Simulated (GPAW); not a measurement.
A run of GPAW 26.7.0:

run.py

```python
from ase import Atoms
from ase.dft.bandgap import bandgap
from ase.io import write
from ase.units import GPa
from gpaw import GPAW, PW, setup_paths

setup_paths.insert(0, '.')

atoms = Atoms(['Cu'],
              cell=[[-0.008578, 1.795752, 1.801688],
                    [1.82295, -0.024052, 1.817163],
                    [1.795326, 1.783602, 0.003572]],
              scaled_positions=[[0.001456, -0.024293, 0.029321]],
              pbc=True)

calc = GPAW(mode=PW(600),
            xc='PBEsol',
            kpts={'size': (13, 13, 13), 'gamma': True},
            occupations={'name': 'fermi-dirac', 'width': 0.05},
            nbands=14,
            convergence={'density': 1e-05, 'energy': 1e-05},
            maxiter=150,
            txt='gpaw.txt')
atoms.calc = calc
energy = atoms.get_potential_energy()
forces = atoms.get_forces()
stress = atoms.get_stress()
calc.write('gs.gpw')
write('result.traj', atoms)
print(f'Energy: {energy:.6f} eV')
print('Forces (eV/A):')
print(forces.round(4))
print('Stress (GPa):', (stress / GPa).round(3))
print('Fermi level:', round(calc.get_fermi_level(), 4), 'eV')
print(f'Gap: {bandgap(calc)[0]:.4f} eV, direct: {bandgap(calc, direct=True)[0]:.4f} eV')
```

Potentials or basis: PAW data sets generated in the run's folder for this functional, pw.

The run is started by

```bash
$ gpaw-setup -f PBEsol Cu
$ OMP_NUM_THREADS=1 python run.py
```

Hardware: 1 thread of AMD EPYC 9R45 96-Core Processor (Zen 5), with other jobs on the host.

Q: How long does it take, and how much memory?

A: It took 51 s on 1 thread of AMD EPYC 9R45 96-Core Processor (Zen 5), on a shared host, peak memory 0.3 GiB. Counts: scf iterations 10, plane waves 402, bands 14, k points 1099.
